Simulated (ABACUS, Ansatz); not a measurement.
GaP: band gap by level of theory

**What was measured.** The band gap of GaP (F-43m) is reported as 2.34 eV at 10 K (arxiv:1810.01194). The runs below try to reproduce it.

```cif
data_structure
_symmetry_space_group_name_H-M 'F-43m'
_symmetry_Int_Tables_number 216
_cell_length_a 5.4505
_cell_length_b 5.4505
_cell_length_c 5.4505
_cell_angle_alpha 90.000
_cell_angle_beta 90.000
_cell_angle_gamma 90.000
_cell_volume 161.92
loop_
_atom_site_label
_atom_site_type_symbol
_atom_site_symmetry_multiplicity
_atom_site_Wyckoff_symbol
_atom_site_fract_x
_atom_site_fract_y
_atom_site_fract_z
_atom_site_occupancy
Ga1 Ga 4 a 0.00000 0.00000 0.00000 1
P1 P 4 c 0.25000 0.25000 0.25000 1
```

```tsv
rung	level	program and potentials	cutoff (eV)	k mesh	task	spin	core time	chip	band gap (eV)	miss (eV)	notes
meta-GGA + dispersion	r2SCAN+rVV10	Ansatz, Ansatz PAW	500	8 × 8 × 8	electrostatic potential	off	6.8 s	Arm Neoverse V1	1.85	-0.49	potentials made for PBE, which Ansatz adapts in part; mesh may miss the edge
GGA	PBE	ABACUS, PseudoDojo NC SR 0.4.1 PBE standard, plane waves	1102	8 × 8 × 8	single point	off	12 s	AMD EPYC 9R45 Zen 5	1.64	-0.70	mesh may miss the edge
GGA	PBEsol	Ansatz, Ansatz PAW	420	6 × 6 × 6	elastic constants	off	22 s	Arm Neoverse V1	1.51	-0.83	potentials made for PBE, which Ansatz adapts in part; mesh may miss the edge
hybrid	PBE0	Ansatz, Ansatz PAW	420	6 × 6 × 6	band structure	off	27 s	AMD EPYC 7R13 Zen 3	2.92	+0.58	potentials made for PBE, which Ansatz adapts in part; from the band path
GGA	PBEsol	Ansatz, Ansatz PAW	420	6 × 6 × 6	band structure	SOC, no magnetisation	43 s	Intel Xeon Skylake/Cascade Lake	1.43	-0.91	potentials made for PBE, which Ansatz adapts in part; from the band path
hybrid	PBE0	Ansatz, Ansatz PAW	420	4 × 4 × 4	single point	SOC, no magnetisation	2.4 min	Intel Xeon Skylake/Cascade Lake	2.96	+0.62	coarse mesh; potentials made for PBE, which Ansatz adapts in part; mesh may miss the edge
hybrid	PBEsol0	Ansatz, Ansatz PAW	420	4 × 4 × 4	band structure	off	3.7 min	Intel Xeon Skylake/Cascade Lake	2.88	+0.54	coarse mesh; potentials made for PBE, which Ansatz adapts in part
hybrid	r2SCANh	Ansatz, Ansatz PAW	500	5 × 5 × 5	band structure	off	4.2 min	AMD EPYC 7B13 Zen 3	2.34	+0.00	potentials made for PBE, which Ansatz adapts in part
hybrid	r2SCANh	Ansatz, Ansatz PAW	500	4 × 4 × 4	band structure	off	5.5 min	Intel Xeon Skylake/Cascade Lake	2.37	+0.03	coarse mesh; potentials made for PBE, which Ansatz adapts in part
```

Times are single runs on shared hosts and different chips, so they are rough; meshes, cutoffs and the tasks' sizes weigh on the time. Gaps are the least found on the k mesh or the band path, and a mesh can miss the band edges. The cell comes from a database and isn't always the measured one. Meshes differ between rows, which moves values too. All levels ran on this one cell, unrelaxed unless noted. Meshes are those of the run's cell of 2 atoms unless a note names another. Misses use the values as printed. Runs on faulty files, with rough fits or with known faults for this quantity aren't shown.

By rung: GGA 1.51 to 1.64; GGA with SOC 1.43; meta-GGA + dispersion 1.85; hybrid 2.34 to 2.92; hybrid with SOC on coarse meshes 2.96; hybrid on coarse meshes 2.37 to 2.88 (eV). Measured: 2.34 eV at 10 K (arxiv:1810.01194). Closest, coarse meshes and atomic bases left aside, is r2SCANh with Ansatz, Ansatz PAW (+0.00 eV), and PBE misses by -0.70 eV on plain settings. LDA and GGA gaps fall short mostly because these functionals lack the derivative discontinuity; the runs are for a static lattice, while measurements hold temperature and zero-point motion.

The gap widens from the GGAs through r2SCAN+rVV10 and r2SCANh to the PBE-based hybrids, and no row breaks that order. GaP is an indirect semiconductor, with a mainly P 3p valence top at Γ and a conduction minimum near X. Exact exchange pushes these filled and empty states apart, and PBE0 overshoots probably because its larger, unscreened share exceeds what the strong dielectric screening in GaP warrants, while the smaller share in r2SCANh lies closer to it.

The match of r2SCANh at 2.34 eV is partly fortuitous: electron-phonon coupling normally lowers the gap of such a semiconductor even at low temperature, so a static-lattice value should lie somewhat above experiment.

The rows give no clean spin-orbit shift. The gap is lower with the coupling in PBEsol but higher in PBE0, whereas splitting of the P 3p valence top should narrow it slightly in both, so differences in sampling probably mask the effect. Agreement for this indirect gap doesn't establish equal accuracy for the direct gap at Γ.
